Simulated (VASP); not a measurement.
MnF2:

```
CELL_PARAMETERS angstrom
4.87380 0.00000 0.00000
0.00000 4.87380 0.00000
0.00000 0.00000 3.31070
ATOMIC_POSITIONS crystal
Mn 0.50000 0.50000 0.50000
Mn 0.00000 0.00000 0.00000
F 0.80530 0.19470 0.50000
F 0.69470 0.69470 0.00000
F 0.19470 0.80530 0.50000
F 0.30530 0.30530 0.00000
```

Base run:

- Program: VASP 6.6.1
- Functional: AM05
- Potentials or basis: VASP PAW PBE potentials, release 64 (Mn_pv, F)
- Cutoff: 520 eV
- k mesh: 6 × 6 × 8
- Occupations: fermi-dirac, width 0.05 eV
- Spin: collinear spin, ferromagnetic start
- Starting moments: [4.0, 4.0, 0.0, 0.0, 0.0, 0.0] μB

Its results: band gap on the k mesh 1.11 eV, direct; pressure 0.5 GPa; net moment 10.00 μB per cell; site moments Mn +4.58; F +0.08 μB.

Problem. The run is repeated on the same cell with these changes: functional from AM05 to PW91; further incar settings from ALGO = Fast; EDIFF = 1e-06 to ALGO = Normal; EDIFF = 1e-06; NBANDS = 40. What comes out?

Solution. Band gap on the k mesh 1.14 eV, direct; pressure 3.3 GPa; net moment 10.00 μB per cell; site moments Mn +4.58; F +0.09 μB.

Caveats: the PAW data sets were made with another functional, which shifts forces and pressure a little; only a ferromagnetic start was run, and an antiferromagnetic order may lie lower in energy.
